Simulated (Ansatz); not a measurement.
# Sn: the cost of one run

Computed with Ansatz 0.2.0 (DFT, at the level named in each step, unless a step's input says otherwise).

1 further run of the same task is left out (it didn't finish). Runs told in other sessions of the task aren't counted.

**1. The starting structure**

The structure is cubic, space group Fd-3m (No. 227). The conventional cell has a = 6.491 Å, b = 6.491 Å, c = 6.491 Å, α = 90.00°, β = 90.00°, γ = 90.00°. Sn (site symmetry -43m) is surrounded by 4 Sn at 2.81 Å.

Structure file:

```cif
data_structure
_symmetry_space_group_name_H-M 'Fd-3m:1'
_symmetry_Int_Tables_number 227
_cell_length_a 6.4912
_cell_length_b 6.4912
_cell_length_c 6.4912
_cell_angle_alpha 90.000
_cell_angle_beta 90.000
_cell_angle_gamma 90.000
_cell_volume 273.51
loop_
_atom_site_label
_atom_site_type_symbol
_atom_site_symmetry_multiplicity
_atom_site_Wyckoff_symbol
_atom_site_fract_x
_atom_site_fract_y
_atom_site_fract_z
_atom_site_occupancy
Sn1 Sn 8 a 0.50000 0.00000 0.50000 1
```

The file gives the conventional cell by its symmetry; the runs use the cell typed in the input.

The geometry is a database entry used as it stands. It may stem from high pressure or temperature, or be incomplete, so it serves as a test cell.

Atoms are numbered in the order of the input: Sn1, Sn2.

**2. No relativity, LAPW**

Contents of input.yaml:

```yaml
crystal:
  lattice:
    - [0.0, 3.2456, 3.2456]
    - [3.2456, 0.0, 3.2456]
    - [3.2456, 3.2456, 0.0]
  atoms:
    - { symbol: Sn, position: [0.5, 0.5, 0.5] }
    - { symbol: Sn, position: [0.75, 0.75, 0.75] }
kpoints:
  mp_grid: { grid: [9, 9, 9] }
  band_path:
    path:
      - [0.0, 0.0, 0.0]
      - [0.5, 0.0, 0.5]
      - [0.625, 0.25, 0.625]
      - [0.375, 0.375, 0.75]
      - [0.0, 0.0, 0.0]
      - [0.5, 0.5, 0.5]
      - [0.5, 0.25, 0.75]
      - [0.5, 0.0, 0.5]
    npoints: 5
scf:
  occupations: { method: fermi_dirac, width: 0.03 }
hamiltonian:
  xc: pbe
  pseudopotentials:
    kind: all_electron
    lapw: { basis_error: 0.00025 }
    relativity: none
output:
  forces: true
  stress: true
  eigenvalues: true
```

Command:

```bash
> ansatz run input.yaml --threads 1 --pin off --max-ram 2048MiB --backend cpu --events-out ev --progress --plain --runs-dir out
```

What time and memory should one allow on 1 thread of Intel Xeon 6975P-C (Granite Rapids), shared host?

About 11 s, with a peak of 0.41 GiB.
